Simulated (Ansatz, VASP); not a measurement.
One calculation of C, two programs

```
CELL_PARAMETERS angstrom
2.45887 0.00000 0.00000
-1.22943 2.12944 0.00000
0.00000 0.00000 7.24729
ATOMIC_POSITIONS crystal
C 0.00000 0.00000 0.00250
C 0.00000 0.00000 0.50250
C 0.33333 0.66667 0.00250
C 0.66667 0.33333 0.50250
```

Alike in both runs: functional PBEsol; k mesh 14 × 14 × 6; occupations fermi-dirac, width 0.1 eV; no spin polarisation.

Ansatz relaxed the structure, and its values are those at the end. VASP's run is a single point on that final structure, the one shown.

|  | VASP | Ansatz |
| --- | --- | --- |
| version | VASP 6.6.1 | Ansatz 0.2.0 |
| potentials or method | VASP PAW PBE potentials, release 64 (C) | PAW with Ansatz's default frozen-core files, scalar-relativistic |
| plane-wave cutoff (eV) | 520 | 420 |
| valence electrons in the cell | 16 | 16 |

|  | VASP | Ansatz | Ansatz less VASP |
| --- | --- | --- | --- |
| pressure (GPa) | 0.6 | 0.0 | -0.62 |

Caveats: the PAW data sets were made with another functional, which shifts forces and pressure a little (VASP); this functional lacks dispersion, which binds the layers, so the pressure and a relaxed spacing across them are unreliable.
